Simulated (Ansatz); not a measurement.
# Ga2O3: the cost of one run

Program: Ansatz 0.2.0. Level of theory: DFT PBE, scalar-relativistic, plane waves, PAW. These are calculated values, not measurements.

**1. The structure to begin with**

The structure is monoclinic, space group C2/m (No. 12). Conventional cell: a = 12.214 Å, b = 3.037 Å, c = 5.798 Å, α = 90.00°, β = 103.83°, γ = 90.00°. Ga (site symmetry m) is surrounded by 4 O at 1.83 to 1.86 Å. Around Ga (site symmetry m) lie 6 O at 1.94 to 2.07 Å. Around O (site symmetry m) lie 3 Ga at 1.83 to 1.94 Å. O (site symmetry m) is surrounded by 4 Ga at 1.86 to 2.07 Å.

Structure file:

```
Ga O
1.0
     0.00000   -6.07420    0.00000
     4.72101    1.51855    5.63001
    -7.49299    1.51855    5.63001
Ga O
16 24
Direct
  0.19865 0.48780 0.30680
  0.44865 0.98780 0.80680
  0.69865 0.48780 0.30680
  0.94865 0.98780 0.80680
  0.05135 0.01220 0.19320
  0.30135 0.51220 0.69320
  0.55135 0.01220 0.19320
  0.80135 0.51220 0.69320
  0.07851 0.81567 0.49835
  0.32850 0.31567 0.99835
  0.57851 0.81567 0.49835
  0.82851 0.31567 0.99835
  0.17150 0.68433 0.00165
  0.42150 0.18433 0.50165
  0.67149 0.68433 0.00165
  0.92149 0.18433 0.50165
  0.02745 0.21940 0.89040
  0.52745 0.21940 0.89040
  0.27745 0.71940 0.39040
  0.77745 0.71940 0.39040
  0.22255 0.28060 0.60960
  0.72255 0.28060 0.60960
  0.47255 0.78060 0.10960
  0.97255 0.78060 0.10960
  0.14080 0.45490 0.10830
  0.39080 0.95490 0.60830
  0.64080 0.45490 0.10830
  0.89080 0.95490 0.60830
  0.10920 0.04510 0.39170
  0.35920 0.54510 0.89170
  0.60920 0.04510 0.39170
  0.85920 0.54510 0.89170
  0.06415 0.62420 0.63240
  0.56415 0.62420 0.63240
  0.31415 0.12420 0.13240
  0.81415 0.12420 0.13240
  0.18585 0.87580 0.86760
  0.68585 0.87580 0.86760
  0.43585 0.37580 0.36760
  0.93585 0.37580 0.36760
```

The runs take a perfect supercell of 40 atoms; the defect goes to fractional position (0.027, 0.219, 0.890).

**2. The perfect supercell**

The input, input.yaml:

```yaml
crystal:
  lattice:
    - [0.0, -6.0742, -1.0e-06]
    - [4.721011, 1.51855, 5.630009]
    - [-7.492989, 1.51855, 5.630009]
  atoms:
    - { symbol: Ga, position: [0.19865, 0.4878, 0.3068] }
    - { symbol: Ga, position: [0.44865, 0.9878, 0.8068] }
    - { symbol: Ga, position: [0.69865, 0.4878, 0.3068] }
    - { symbol: Ga, position: [0.94865, 0.9878, 0.8068] }
    - { symbol: Ga, position: [0.05135, 0.0122, 0.1932] }
    - { symbol: Ga, position: [0.30135, 0.5122, 0.6932] }
    - { symbol: Ga, position: [0.55135, 0.0122, 0.1932] }
    - { symbol: Ga, position: [0.80135, 0.5122, 0.6932] }
    - { symbol: Ga, position: [0.078505, 0.81567, 0.49835] }
    - { symbol: Ga, position: [0.328505, 0.31567, 0.99835] }
    - { symbol: Ga, position: [0.578505, 0.81567, 0.49835] }
    - { symbol: Ga, position: [0.828505, 0.31567, 0.99835] }
    - { symbol: Ga, position: [0.171495, 0.68433, 0.00165] }
    - { symbol: Ga, position: [0.421495, 0.18433, 0.50165] }
    - { symbol: Ga, position: [0.671495, 0.68433, 0.00165] }
    - { symbol: Ga, position: [0.921495, 0.18433, 0.50165] }
    - { symbol: O, position: [0.02745, 0.2194, 0.8904] }
    - { symbol: O, position: [0.52745, 0.2194, 0.8904] }
    - { symbol: O, position: [0.27745, 0.7194, 0.3904] }
    - { symbol: O, position: [0.77745, 0.7194, 0.3904] }
    - { symbol: O, position: [0.22255, 0.2806, 0.6096] }
    - { symbol: O, position: [0.72255, 0.2806, 0.6096] }
    - { symbol: O, position: [0.47255, 0.7806, 0.1096] }
    - { symbol: O, position: [0.97255, 0.7806, 0.1096] }
    - { symbol: O, position: [0.1408, 0.4549, 0.1083] }
    - { symbol: O, position: [0.3908, 0.9549, 0.6083] }
    - { symbol: O, position: [0.6408, 0.4549, 0.1083] }
    - { symbol: O, position: [0.8908, 0.9549, 0.6083] }
    - { symbol: O, position: [0.1092, 0.0451, 0.3917] }
    - { symbol: O, position: [0.3592, 0.5451, 0.8917] }
    - { symbol: O, position: [0.6092, 0.0451, 0.3917] }
    - { symbol: O, position: [0.8592, 0.5451, 0.8917] }
    - { symbol: O, position: [0.06415, 0.6242, 0.6324] }
    - { symbol: O, position: [0.56415, 0.6242, 0.6324] }
    - { symbol: O, position: [0.31415, 0.1242, 0.1324] }
    - { symbol: O, position: [0.81415, 0.1242, 0.1324] }
    - { symbol: O, position: [0.18585, 0.8758, 0.8676] }
    - { symbol: O, position: [0.68585, 0.8758, 0.8676] }
    - { symbol: O, position: [0.43585, 0.3758, 0.3676] }
    - { symbol: O, position: [0.93585, 0.3758, 0.3676] }
basis:
  ecutwfc: 420
  fft_grid_basis: typed
kpoints:
  mp_grid: { grid: [2, 2, 1] }
hamiltonian:
  xc: pbe
  pseudopotentials: { kind: paw }
scf:
  occupations: { method: gaussian, width: 0.05 }
output:
  forces: true
  stress: false
  eigenvalues: true
  bader: false
  write_density: true
  volumetric_format: npy
```

Launch:

```bash
ansatz run input.yaml --threads 4 --pin off --max-ram 10240MiB --backend cpu --events-out ev --progress --plain --runs-dir out
```

Q: Estimate wall time and peak memory on 4 threads of Intel Xeon 6975P-C (Granite Rapids), shared host.

About 2.9 s, with a peak of 1.8 GiB.
